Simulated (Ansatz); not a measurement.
# Ta (P6_3/mmc) in Ansatz: a series of runs

The runs below take Ta through relaxation of cell and atoms, with LDA, PBE, PBEsol, RPBE.

Program: Ansatz 0.2.0. These are calculated values, not measurements. Logs are shortened: lines on timing, memory, paths and dates and some standing lists are left out, and cuts for length are marked.

### 1 Starting point

The structure is hexagonal, space group P6_3/mmc (No. 194). The conventional cell has a = 2.900 Å, b = 2.900 Å, c = 5.166 Å, α = 90.00°, β = 90.00°, γ = 120.00°. Ta (site symmetry -6m2) has 12 Ta at 2.90 to 3.08 Å as nearest neighbours.

This isn't the form of Ta at room conditions, which is bcc.

### 2 Relaxation of cell and atoms, LDA

Contents of input.yaml:

```yaml
crystal:
  lattice:
    - [2.9003720726, 0.0, 0.0]
    - [-1.4501860363, 2.5117958953, 0.0]
    - [0.0, 0.0, 5.166274]
  atoms:
    - { symbol: Ta, position: [0.3333333333, 0.6666666667, 0.25] }
    - { symbol: Ta, position: [0.6666666667, 0.3333333333, 0.75] }
kpoints:
  mp_grid: { grid: [11, 11, 5] }
scf:
  occupations: { method: fermi_dirac, width: 0.05 }
hamiltonian:
  xc: lda
  pseudopotentials: { kind: all_electron, lapw: { basis_error: 0.001 } }
output:
  forces: true
  stress: true
relax:
  f_tol: 0.01
  max_steps: 60
  cell: {}
```

Potentials or basis: all-electron LAPW, scalar-relativistic.

Command:

```bash
$ ansatz run input.yaml --threads 1 --pin off --max-ram 3072MiB --backend cpu --events-out ev --progress --plain --runs-dir out
```

Output:

```text
Warning: RAYON_NUM_THREADS=1 ignored (pool sized by the plan → 1); use --threads N
The last accepted step is kept in <dir> (removed where the run ends without a failure and the disk answers)
LAPW: plane waves up to 8.473 Å⁻¹, error target 1.0e-3 eV per atom; small_component_spin mean_spin; Ta in spheres of 1.407 Å, 43 of its electrons in bands, Dirac shells [] (how accurate: hamiltonian.pseudopotentials.lapw.basis_error, Limitations)
Engine: ansatz 0.2.0, aarch64-unknown-linux-gnu
Pseudopotentials: kind: all_electron
Pseudopotential: Ta, LAPW, valence charge 43, lapw/all_electron/scalar/gaussian/Ta, Koelling and Harmon's equation, gaussian nucleus
Functional definition: SPW92
  exchange = slater_x
  correlation = pw_c
Crystal: 2 atoms, lattice volume = 37.637 Å³
Basis set: ecut = 273.5148731744928 eV, 373 PW (Γ), exchange–correlation at level 2
Bands: 52, of which v1, the nominal top of the filled ones, is band 43 counted from 1 (42 counted from 0)
Symmetry: 24 space group operations
Space group: P63/mmc (ITA 194), of the structure as read, at distance tolerance 3.4e-5 Å
k-points: 48 of 605
Non-local potential: Ta, projectors of the file, none
Initial density: superposition of atomic densities (chi_scale 0.1, normalization cell)
Initial wavefunctions: plane waves of lowest kinetic energy (no species holds an atomic orbital)
Functional: x = slater, c = lda
iter 1 solved again at ethr=2.78e-4 eV; its pass at ethr=1.00e-1 eV (dr2=2.39e-1 eV) is discarded
SCF iter   1: F=—  HF=-848638.929507 eV  |F-HF|=—  |Δ(HF+E_count)|=         —  Δρ=2.95e-2  dr2=2.39e-1  ethr=2.78e-4  ⟨swp⟩=2.8  Hψ=15062  notcnv=0
preconditioner: auto → Kerker (q_TF=auto, 3.131 Å⁻¹)  [metal: Δε(μ)=0.024 eV  Ē_g=24.224 eV  σ=0.050 eV  W_gap=0.12  n_scr=22 (ndim 8)  ℏωp=42.8 eV  f_vac=0.000  D(μ)=2.28/eV (n_scr^D=22)]
SCF iter   2: F=—  HF=-848638.658515 eV  |F-HF|=—  |Δ(HF+E_count)|=   2.71e-1  Δρ=1.67e-2  dr2=8.99e-2  ethr=2.78e-4  ⟨swp⟩=2.0  Hψ=7825  notcnv=0
SCF iter   3: F=—  HF=-848638.623686 eV  |F-HF|=—  |Δ(HF+E_count)|=   3.48e-2  Δρ=1.12e-2  dr2=4.42e-2  ethr=1.05e-4  ⟨swp⟩=2.0  Hψ=7420  notcnv=0
SCF iter   4: F=—  HF=-848638.609550 eV  |F-HF|=—  |Δ(HF+E_count)|=         —  Δρ=5.86e-3  dr2=1.36e-2  ethr=5.14e-5  ⟨swp⟩=2.0  Hψ=7291  notcnv=0
the basis was enlarged: its passes take 324.6 KiB over the memory plan, 1 of 1 planned eigensolver slots
iter 5 solved again at ethr=7.60e-7 eV; its pass at ethr=1.58e-5 eV (dr2=6.54e-4 eV) is discarded
SCF iter   5: F=—  HF=-848638.608851 eV  |F-HF|=—  |Δ(HF+E_count)|=   6.99e-4  Δρ=1.26e-3  dr2=6.53e-4  ethr=7.60e-7  ⟨swp⟩=2.0  Hψ=12442  notcnv=0
SCF iter   6: F=—  HF=-848638.608889 eV  |F-HF|=—  |Δ(HF+E_count)|=   3.77e-5  Δρ=4.23e-4  dr2=7.09e-5  ethr=7.59e-7  ⟨swp⟩=2.0  Hψ=7418  notcnv=0
SCF iter   7: F=—  HF=-848638.608882 eV  |F-HF|=—  |Δ(HF+E_count)|=   6.72e-6  Δρ=9.45e-5  dr2=4.54e-6  ethr=8.25e-8  ⟨swp⟩=2.0  Hψ=7418  notcnv=0
[... 46 lines left out ...]
relax step   4: F+E_penalty+E_count = -848638.70153522 eV  Δ(F+E_penalty+E_count) = -1.352e-3 eV  max|allowed force component| = 7.864e-17 eV/Å  Δτ_max = 0.0000 Å  P = -0.041 GPa  Ω = 35.337 Å³  (5 SCF iters, accepted)
Crystal: 2 atoms, lattice volume = 35.331 Å³
Basis set: ecut = 285.29222428000145 eV, 373 PW (Γ), exchange–correlation at level 2
iter 1 solved again at ethr=1.48e-10 eV; its pass at ethr=1.00e-1 eV (dr2=1.27e-7 eV) is discarded
SCF iter   1: F=—  HF=-848638.701536 eV  |F-HF|=—  |Δ(HF+E_count)|=         —  Δρ=2.39e-5  dr2=2.78e-7  ethr=1.48e-10  ⟨swp⟩=4.8  Hψ=13310  notcnv=0
preconditioner: auto → Kerker (q_TF=auto, 3.164 Å⁻¹)  [metal: Δε(μ)=0.046 eV  Ē_g=25.153 eV  σ=0.050 eV  W_gap=0.23  n_scr=22 (ndim 8)  ℏωp=44.2 eV  f_vac=0.000  D(μ)=1.78/eV (n_scr^D=22)]
SCF iter   2: F=—  HF=-848638.701536 eV  |F-HF|=—  |Δ(HF+E_count)|=   8.71e-8  Δρ=1.58e-5  dr2=1.24e-7  ethr=1.48e-10  ⟨swp⟩=2.0  Hψ=7415  notcnv=0
SCF iter   3: F=-848638.701536 eV  HF=-848638.701536 eV  |F-HF|=4.28e-8  |Δ(HF+E_count)|=   2.77e-8  Δρ=6.04e-6  dr2=1.86e-8  ethr=1.44e-10  ⟨swp⟩=2.0  Hψ=7415  notcnv=0
SCF 5 converged in 3 iterations: F = -848638.701536 eV  dr2 = 1.86e-8
relax step   5: F+E_penalty+E_count = -848638.70153627 eV  Δ(F+E_penalty+E_count) = -1.045e-6 eV  max|allowed force component| = 3.238e-17 eV/Å  Δτ_max = 0.0000 Å  P = -0.001 GPa  Ω = 35.331 Å³  (3 SCF iters, accepted)
Basis set: ecut = 285.29222428000145 eV, 385 PW (Γ), exchange–correlation at level 2
iter 1 solved again at ethr=1.82e-11 eV; its pass at ethr=1.00e-1 eV (dr2=1.57e-8 eV) is discarded
SCF iter   1: F=—  HF=-848638.701538 eV  |F-HF|=—  |Δ(HF+E_count)|=         —  Δρ=6.24e-6  dr2=1.68e-8  ethr=1.82e-11  ⟨swp⟩=6.3  Hψ=18026  notcnv=0  reapply=17
SCF iter   2: F=-848638.701538 eV  HF=-848638.701538 eV  |F-HF|=1.25e-8  |Δ(HF+E_count)|=   1.29e-8  Δρ=4.64e-6  dr2=9.90e-9  ethr=1.82e-11  ⟨swp⟩=2.0  Hψ=7415  notcnv=0
SCF 6 converged in 2 iterations: F = -848638.701538 eV  dr2 = 9.90e-9
relax step   6: F+E_penalty+E_count = -848638.70153840 eV  Δ(F+E_penalty+E_count) = -2.130e-6 eV  max|allowed force component| = 1.850e-17 eV/Å  Δτ_max = 0.0000 Å  P = -0.000 GPa  Ω = 35.331 Å³  stress off target by 2.76e-3 GPa  SCF on the basis re-selected at this cell (its energy is not comparable with the rows above)  (2 SCF iters)
basis re-selected at this cell: Δ(F+E_penalty+E_count) = -2.130e-6 eV, ΔP = +0.000 GPa vs the last step (what re-selecting the basis moved, after the strain that the cell walked since its last selection, with what the two solves' SCF thresholds leave and, on support functions, any second-order correction that the steps lacked; it is no measure of the basis error at this ecutwfc). This SCF's stress stands 2.76e-3 GPa from its target on what of the cell is left free (relax.cell.stress_tol is 5.00e-2 GPa) and its largest allowed force component is 1.85e-17 eV/Å (relax.f_tol is 1.00e-2 eV/Å): within both
SCF converged after 2 iterations
Free energy (F): -848638.701538 eV
Harris-Foulkes:  -848638.701538 eV  (|F-HF|=1.25e-8)
Internal energy: -848638.686539 eV  (E = F + TS)
E sigma→0 (E₀):  -848638.694039 eV
Entropy (-TS):   -0.015000 eV (-7.500 meV/atom)
Fermi energy:    25.430115 eV
--- Per-component energies (eV) ---
  E_band       = -8094.863801
  E_kinetic    = 947062.856103
  E_xc         = -16744.673497
  E_electrostatic = -1778956.869145  (all electrons and nuclei)
  E_smearing   = -0.015000  (= −TS)
  E_closure    = 0.000000  (closes the sum)
  E_atoms      = -848617.697876  (free atoms, spherical and without spin; not in F)
  Σ components = -848638.701538   (vs F -848638.701538, Δ=0.00e0)
  Basis errors (estimates in eV, not in F): energy 3.1e-4 per atom: plane waves 2.8e-4 (1.4e-4 summed), levels above the bands 4.6e-96, relativity 1.2e-8, radial functions 3.5e-5, core shells 4.6e-8; eigenvalues (radial functions only) 7.5e-7; not estimated: angular momenta, meshes, grids; target (lapw.basis_error) 1.0e-3; muffin-tin radii Ta 1.377 Å
--- Forces (eV/Å), atoms counted from 1 ---
  atom   1  Ta    -0.00000000    -0.00000000     0.00000000
  atom   2  Ta    -0.00000000     0.00000000     0.00000000
  max |Σ_I F_I| component: 2.78e-17 eV/Å
--- Stress (GPa, compression-positive) ---
        0.000698       0.000000       0.000000
        0.000000       0.000698       0.000000
        0.000000       0.000000      -0.002763
  P = ⅓ Tr σ = -0.0005 GPa (-0.005 kbar)
--- Relaxed structure (5 steps of the walk, 4 accepted, 1 SCFs on fresh bases) ---
  F+E_penalty+E_count = -848638.70153840 eV   max|allowed force component| = 1.850e-17 eV/Å   (the final SCF, on the basis selected at the relaxed cell)
  cell:  # Å, volume = 35.3307 Å³
    - [2.8335986888635514, 0.0, 0.0]
    - [-1.4167993444317757, 2.453968448686113, 0.0]
    - [0.0, 0.0, 5.080947388332086]
  atoms:
    - { symbol: Ta, position: [0.3333333333333333, 0.6666666666666666, 0.25] }
    - { symbol: Ta, position: [0.6666666666666667, 0.3333333333333333, 0.7500000000000001] }
```

Run time: 1.7 min. Hardware: 1 thread of Arm Neoverse V1, shared host; peak memory 0.38 GiB.

What came out:

| Quantity | Value |
| --- | --- |
| Free energy | -848638.7015 eV |
| Relaxed volume | 17.67 Å³/atom |
| Relaxed cell | a = 2.834 Å, b = 2.834 Å, c = 5.081 Å, α = 90.00°, β = 90.00°, γ = 120.00° |
| Space group after relaxing (to 0.05 Å) | P6_3/mmc (No. 194) |
| Energy gained by relaxing | 46.3 meV/atom |
| Ionic steps | 5 |
| Pressure after relaxing | 0.0 GPa |

The path:
```csv
step,energy change (eV),largest force (eV/Å),volume (Å³)
1,0.0000,0.0000,37.64
2,-0.0913,0.0000,35.59
3,-0.0927,0.0000,35.34
4,-0.0927,0.0000,35.33
5,-0.0927,0.0000,35.33
```

Final structure:
```
Ta
1.0
     2.83360    0.00000    0.00000
    -1.41680    2.45397    0.00000
     0.00000    0.00000    5.08095
Ta
2
Direct
  0.33333 0.66667 0.25000
  0.66667 0.33333 0.75000
```

### 3 Relaxation of cell and atoms, PBE

input.yaml, as its differences from that of step 2:

```diff
@@ -13,3 +13,3 @@
 hamiltonian:
-  xc: lda
+  xc: pbe
   pseudopotentials: { kind: all_electron, lapw: { basis_error: 0.001 } }
```

Potentials or basis: all-electron LAPW, scalar-relativistic.

Command:

```bash
$ ansatz run input.yaml --threads 1 --pin off --max-ram 3072MiB --backend cpu --events-out ev --progress --plain --runs-dir out
```

Output:

```text
Warning: RAYON_NUM_THREADS=1 ignored (pool sized by the plan → 1); use --threads N
The last accepted step is kept in <dir> (removed where the run ends without a failure and the disk answers)
LAPW: plane waves up to 8.473 Å⁻¹, error target 1.0e-3 eV per atom; small_component_spin mean_spin; Ta in spheres of 1.407 Å, 43 of its electrons in bands, Dirac shells [] (how accurate: hamiltonian.pseudopotentials.lapw.basis_error, Limitations)
Engine: ansatz 0.2.0, aarch64-unknown-linux-gnu
Pseudopotentials: kind: all_electron
Pseudopotential: Ta, LAPW, valence charge 43, lapw/all_electron/scalar/gaussian/Ta, Koelling and Harmon's equation, gaussian nucleus
Functional definition: PBE
  parameter kappa = 0.804
  parameter beta = 0.06672455060314922
  exchange = pbe_x(kappa = kappa, mu = beta*pi^2/3)
  correlation = pbe_c(beta = beta)
Crystal: 2 atoms, lattice volume = 37.637 Å³
Basis set: ecut = 273.5173698869279 eV, 373 PW (Γ), exchange–correlation at level 2
Bands: 52, of which v1, the nominal top of the filled ones, is band 43 counted from 1 (42 counted from 0)
Symmetry: 24 space group operations
Space group: P63/mmc (ITA 194), of the structure as read, at distance tolerance 3.4e-5 Å
k-points: 48 of 605
Non-local potential: Ta, projectors of the file, none
Initial density: superposition of atomic densities (chi_scale 0.1, normalization cell)
Initial wavefunctions: plane waves of lowest kinetic energy (no species holds an atomic orbital)
Functional: x = pbe(κ = 0.804, μ = 0.2195149727645171), c = pbe(β = 0.06672455060314922)
iter 1 solved again at ethr=2.98e-4 eV; its pass at ethr=1.00e-1 eV (dr2=2.56e-1 eV) is discarded
SCF iter   1: F=—  HF=-849137.957370 eV  |F-HF|=—  |Δ(HF+E_count)|=         —  Δρ=3.06e-2  dr2=2.57e-1  ethr=2.98e-4  ⟨swp⟩=2.8  Hψ=15031  notcnv=0
preconditioner: auto → Kerker (q_TF=auto, 3.131 Å⁻¹)  [metal: Δε(μ)=0.012 eV  Ē_g=24.240 eV  σ=0.050 eV  W_gap=0.06  n_scr=22 (ndim 8)  ℏωp=42.8 eV  f_vac=0.000  D(μ)=2.35/eV (n_scr^D=22)]
SCF iter   2: F=—  HF=-849137.713239 eV  |F-HF|=—  |Δ(HF+E_count)|=   2.44e-1  Δρ=1.77e-2  dr2=1.00e-1  ethr=2.98e-4  ⟨swp⟩=2.0  Hψ=7824  notcnv=0
SCF iter   3: F=—  HF=-849137.685037 eV  |F-HF|=—  |Δ(HF+E_count)|=   2.82e-2  Δρ=1.19e-2  dr2=4.90e-2  ethr=1.17e-4  ⟨swp⟩=2.0  Hψ=7415  notcnv=0
SCF iter   4: F=—  HF=-849137.671597 eV  |F-HF|=—  |Δ(HF+E_count)|=         —  Δρ=6.21e-3  dr2=1.52e-2  ethr=5.70e-5  ⟨swp⟩=2.0  Hψ=7143  notcnv=0
the basis was enlarged: its passes take 369.9 KiB over the memory plan, 1 of 1 planned eigensolver slots
iter 5 solved again at ethr=8.95e-7 eV; its pass at ethr=1.77e-5 eV (dr2=7.70e-4 eV) is discarded
[... 36 lines left out ...]
iter 1 solved again at ethr=1.53e-11 eV; its pass at ethr=1.00e-1 eV (dr2=1.32e-8 eV) is discarded
SCF iter   1: F=—  HF=-849137.672976 eV  |F-HF|=—  |Δ(HF+E_count)|=         —  Δρ=6.48e-6  dr2=1.80e-8  ethr=1.79e-11 (applied; sched 1.53e-11)  ⟨swp⟩=6.7  Hψ=17993  notcnv=0  reapply=18
preconditioner: auto → Kerker (q_TF=auto, 3.134 Å⁻¹)  [metal: Δε(μ)=0.045 eV  Ē_g=24.919 eV  σ=0.050 eV  W_gap=0.22  n_scr=22 (ndim 8)  ℏωp=42.9 eV  f_vac=0.000  D(μ)=2.20/eV (n_scr^D=22)]
SCF iter   2: F=-849137.672976 eV  HF=-849137.672976 eV  |F-HF|=9.90e-9  |Δ(HF+E_count)|=   5.87e-8  Δρ=4.83e-6  dr2=1.05e-8  ethr=1.53e-11  ⟨swp⟩=2.0  Hψ=7417  notcnv=0
SCF 4 converged in 2 iterations: F = -849137.672976 eV  dr2 = 1.05e-8
relax step   4: F+E_penalty+E_count = -849137.67297645 eV  Δ(F+E_penalty+E_count) = -1.086e-6 eV  max|allowed force component| = 1.480e-16 eV/Å  Δτ_max = 0.0000 Å  P = -0.029 GPa  Ω = 37.455 Å³  stress off target by 4.31e-2 GPa  SCF on the basis re-selected at this cell (its energy is not comparable with the rows above)  (2 SCF iters)
basis re-selected at this cell: Δ(F+E_penalty+E_count) = -1.086e-6 eV, ΔP = -0.000 GPa vs the last step (what re-selecting the basis moved, after the strain that the cell walked since its last selection, with what the two solves' SCF thresholds leave and, on support functions, any second-order correction that the steps lacked; it is no measure of the basis error at this ecutwfc). This SCF's stress stands 4.31e-2 GPa from its target on what of the cell is left free (relax.cell.stress_tol is 5.00e-2 GPa) and its largest allowed force component is 1.48e-16 eV/Å (relax.f_tol is 1.00e-2 eV/Å): within both
SCF converged after 2 iterations
Free energy (F): -849137.672976 eV
Harris-Foulkes:  -849137.672976 eV  (|F-HF|=9.90e-9)
Internal energy: -849137.654586 eV  (E = F + TS)
E sigma→0 (E₀):  -849137.663781 eV
Entropy (-TS):   -0.018390 eV (-9.195 meV/atom)
Fermi energy:    24.206409 eV
--- Per-component energies (eV) ---
  E_band       = -8230.527702
  E_kinetic    = 947869.212177
  E_xc         = -17246.361285
  E_electrostatic = -1779760.505478  (all electrons and nuclei)
  E_smearing   = -0.018390  (= −TS)
  E_closure    = 0.000000  (closes the sum)
  E_atoms      = -849118.739113  (free atoms, spherical and without spin; not in F)
  Σ components = -849137.672976   (vs F -849137.672976, Δ=0.00e0)
  Basis errors (estimates in eV, not in F): energy 2.8e-4 per atom: plane waves 2.4e-4 (1.3e-4 summed), levels above the bands 2.3e-90, relativity 6.6e-8, radial functions 4.3e-5, core shells 2.3e-8; eigenvalues (radial functions only) 7.0e-7; not estimated: angular momenta, meshes, grids; target (lapw.basis_error) 1.0e-3; muffin-tin radii Ta 1.404 Å
--- Forces (eV/Å), atoms counted from 1 ---
  atom   1  Ta    -0.00000000     0.00000000     0.00000000
  atom   2  Ta    -0.00000000    -0.00000000     0.00000000
  max |Σ_I F_I| component: 5.55e-17 eV/Å
--- Stress (GPa, compression-positive) ---
       -0.043134       0.000000       0.000000
        0.000000      -0.043134       0.000000
        0.000000       0.000000      -0.001546
  P = ⅓ Tr σ = -0.0293 GPa (-0.293 kbar)
--- Relaxed structure (3 steps of the walk, 2 accepted, 1 SCFs on fresh bases) ---
  F+E_penalty+E_count = -849137.67297645 eV   max|allowed force component| = 1.480e-16 eV/Å   (the final SCF, on the basis selected at the relaxed cell)
  cell:  # Å, volume = 37.4554 Å³
    - [2.8921354645741464, 0.0, 0.0]
    - [-1.4460677322870732, 2.5046627835071202, 0.0]
    - [0.0, 0.0, 5.170661243118131]
  atoms:
    - { symbol: Ta, position: [0.33333333333333326, 0.6666666666666665, 0.25] }
    - { symbol: Ta, position: [0.6666666666666666, 0.33333333333333326, 0.75] }
```

It took 74 s on 1 thread of Arm Neoverse V1, shared host; peak memory 0.39 GiB.

What came out:

* Free energy: -849137.6730 eV
* Relaxed volume: 18.73 Å³/atom
* Relaxed cell: a = 2.892 Å, b = 2.892 Å, c = 5.171 Å, α = 90.00°, β = 90.00°, γ = 120.00°
* Space group after relaxing (to 0.05 Å): P6_3/mmc (No. 194)
* Energy gained by relaxing: 0.4 meV/atom
* Ionic steps: 3
* Pressure after relaxing: 0.0 GPa

The path:
```tsv
step	energy change (eV)	largest force (eV/Å)	volume (Å³)
1	0.0000	0.0000	37.64
2	-0.0009	0.0000	37.46
3	-0.0009	0.0000	37.46
```

Final structure:
```yaml
crystal:
  lattice:
    - [2.89214, 0.00000, 0.00000]
    - [-1.44607, 2.50466, 0.00000]
    - [0.00000, 0.00000, 5.17066]
  atoms:
    - { symbol: Ta, position: [0.33333, 0.66667, 0.25000] }
    - { symbol: Ta, position: [0.66667, 0.33333, 0.75000] }
```

The run has no spin-orbit coupling, so splittings on Ta are missing.

### 4 Relaxation of cell and atoms, PBEsol

input.yaml, as its differences from that of step 3:

```diff
@@ -13,3 +13,3 @@
 hamiltonian:
-  xc: pbe
+  xc: pbesol
   pseudopotentials: { kind: all_electron, lapw: { basis_error: 0.001 } }
```

Command:

```bash
$ ansatz run input.yaml --threads 1 --pin off --max-ram 3072MiB --backend cpu --events-out ev --progress --plain --runs-dir out
```

Run time: 91 s. Hardware: 1 thread of Arm Neoverse V1, shared host; peak memory 0.39 GiB.

Results (log left out):

```
Free energy                            : -848886.1867 eV
Relaxed volume                         : 18.10 Å³/atom
Relaxed cell                           : a = 2.859 Å, b = 2.859 Å, c = 5.116 Å, α = 90.00°, β = 90.00°, γ = 120.00°
Space group after relaxing (to 0.05 Å) : P6_3/mmc (No. 194)
Energy gained by relaxing              : 17.3 meV/atom
Ionic steps                            : 4
Pressure after relaxing                : 0.0 GPa
```

Step by step:
```csv
step,energy change (eV),largest force (eV/Å),volume (Å³)
1,0.0000,0.0000,37.64
2,-0.0338,0.0000,36.41
3,-0.0346,0.0000,36.21
4,-0.0346,0.0000,36.21
```

Final structure:
```
Ta
1.0
     2.85881    0.00000    0.00000
    -1.42940    2.47580    0.00000
     0.00000    0.00000    5.11593
Ta
2
Cartesian
  0.0000 1.6505 1.2790
  1.4294 0.8253 3.8369
```

Spin-orbit coupling is left out, which matters for the levels of Ta.

(Part 1 of 2 ends here.)
